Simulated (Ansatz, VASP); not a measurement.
Given: the input of a run of VASP 6.6.1 on Al (Aluminum). 

File INCAR:

```
SYSTEM = Al
ALGO = Normal
EDIFF = 1E-6
ENCUT = 520
GGA = PE
ISIF = 2
ISMEAR = 0
LASPH = .TRUE.
LCHARG = .FALSE.
LREAL = .FALSE.
LWAVE = .FALSE.
NBANDS = 8
NELM = 60
PREC = Accurate
SIGMA = 0.014
```

The input KPOINTS:

```
k-points
0
G
  11 11 11
  0 0 0
```

POSCAR

```
Al
1.0
    0.0000000000      2.0248050000      2.0248050000
    2.0248050000      0.0000000000      2.0248050000
    2.0248050000      2.0248050000      0.0000000000
Al
1
Direct
    0.0000000000      0.0000000000      0.0000000000
```

Potentials or basis: VASP PAW PBE potentials, release 64 (Al).

Command:

```bash
$ cat potpaw_PBE.64/Al/POTCAR > POTCAR
$ mpirun -np 1 vasp_std > vasp.out
```

Task: Translate it to Ansatz 0.2.0. Potentials or basis there: all-electron LAPW, scalar-relativistic.

Result: As run (cutoffs and basis follow the program's own potentials, and thresholds, step limits or extra output files can differ):

Contents of input.yaml:

```yaml
crystal:
  lattice:
    - [0.0, 2.024805, 2.024805]
    - [2.024805, 0.0, 2.024805]
    - [2.024805, 2.024805, 0.0]
  atoms:
    - { symbol: Al, position: [0.0, 0.0, 0.0] }
kpoints:
  mp_grid: { grid: [11, 11, 11] }
scf:
  occupations: { method: gaussian, width: 0.014 }
hamiltonian:
  xc: pbe
  pseudopotentials: { kind: all_electron, lapw: { basis_error: 0.001 } }
output:
  forces: true
  stress: true
  eigenvalues: true
```

Potentials or basis: all-electron LAPW, scalar-relativistic.

Run with:

```bash
$ ansatz run input.yaml --threads 1 --pin off --max-ram 3072MiB --backend cpu --events-out ev --progress --plain --runs-dir out
```

Both were run:

|  | VASP | Ansatz |
| --- | --- | --- |
| Pressure | -0.5 GPa | -0.5 GPa |

Where Ansatz's input types no cutoff or centring, it takes its own default and a Γ-centred mesh.

Pressure is positive in compression.
